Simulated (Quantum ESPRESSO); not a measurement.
**AuAl2: changing spin-orbit coupling**

```cif
data_structure
_symmetry_space_group_name_H-M 'Fm-3m'
_symmetry_Int_Tables_number 225
_cell_length_a 6.0000
_cell_length_b 6.0000
_cell_length_c 6.0000
_cell_angle_alpha 90.000
_cell_angle_beta 90.000
_cell_angle_gamma 90.000
_cell_volume 216.00
loop_
_atom_site_label
_atom_site_type_symbol
_atom_site_symmetry_multiplicity
_atom_site_Wyckoff_symbol
_atom_site_fract_x
_atom_site_fract_y
_atom_site_fract_z
_atom_site_occupancy
Au1 Au 4 a 0.00000 0.00000 0.00000 1
Al1 Al 8 c 0.25000 0.25000 0.75000 1
```

Kept alike: task band structure; functional PBE; k mesh 8 × 8 × 8; occupations fermi-dirac, width 0.05 eV. Program: Quantum ESPRESSO, potentials by row: PseudoDojo 0.4.1 SR PBE standard (off); PseudoDojo 0.4 FR PBE standard (on), cutoff 1034 eV. The mesh is that of the run's cell of 3 atoms.

```csv
spin-orbit coupling,pressure (GPa)
off,3.09
on,2.45
```

Pressure is positive in compression; the values hold the error of the finite cutoff, so their zero can differ a little from the energy's minimum. For a metal such a mesh leaves the last digits unconverged.

Problem. What does spin-orbit coupling change here?

Solution. The pressure runs from 2.45 (on) to 3.09 GPa (off).
